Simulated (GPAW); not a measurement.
# ZnSe (Stilleite): single point with TB-mBJ

**The experiment to reproduce.**

From “Alloy Disordering Effects on the Thermal Conductivity and Energy Gap Temperature Dependence of Cd1−xZnxSe Ternary Crystals Grown by the Bridgman Method”, 2023, pmc:10253836, for a bulk crystal of ZnSe at 300 K: band gap 2.695 ± 0.003 eV (an exciton energy, a little under the gap).

ZnSe (Stilleite):

```
Se Zn
1.0
     0.00000    2.83380    2.83380
     2.83380    0.00000    2.83380
     2.83380    2.83380    0.00000
Se Zn
1 1
Direct
  0.75000 0.75000 0.75000
  0.00000 0.00000 0.00000
```

| Quantity | Value |
| --- | --- |
| Program | GPAW 26.7.0 |
| Task | single point |
| Functional | TB-mBJ |
| Potentials or basis | GPAW PAW data sets for LDA (gpaw-data 1.2.1) |
| Cutoff | 600 eV |
| Basis | pw |
| k mesh | 8 × 8 × 8 |
| Occupations | fermi-dirac, width 0.05 eV |
| Spin | no spin polarisation |

The band gap on the k mesh is 2.73 eV, direct.

Levels at points of the mesh, in eV from the valence-band top:
```csv
k point,band 5,band 6,band 7,band 8,band 9,band 10,band 11,band 12,band 13,band 14
"(0.00, 0.00, 0.00)",-5.78,-5.78,0.00,0.00,0.00,2.73,6.55,6.55,6.55,11.28
"(0.50, 0.50, 0.00)",-5.74,-5.62,-4.29,-2.03,-2.03,3.84,4.31,11.79,12.36,12.36
"(0.50, 0.50, 0.50)",-5.77,-5.65,-4.79,-0.80,-0.80,3.68,7.01,7.01,9.64,12.12
```

Run time: 51 s on 1 thread of Arm Neoverse V2, with other jobs on the host, peak memory 0.27 GiB.

A measured gap of ZnSe is 2.695 eV (an exciton energy, a little under the gap; 300 K; “Alloy Disordering Effects on the Thermal Conductivity and Energy Gap Temperature Dependence of Cd1−xZnxSe Ternary Crystals Grown by the Bridgman Method”, 2023, pmc:10253836); the calculated 2.73 eV misses it by +0.04 eV. Spin-orbit coupling on Se is left out. The value is that of TB-mBJ, without temperature or zero-point motion.

Caveat: a model potential gives levels but no total energy.
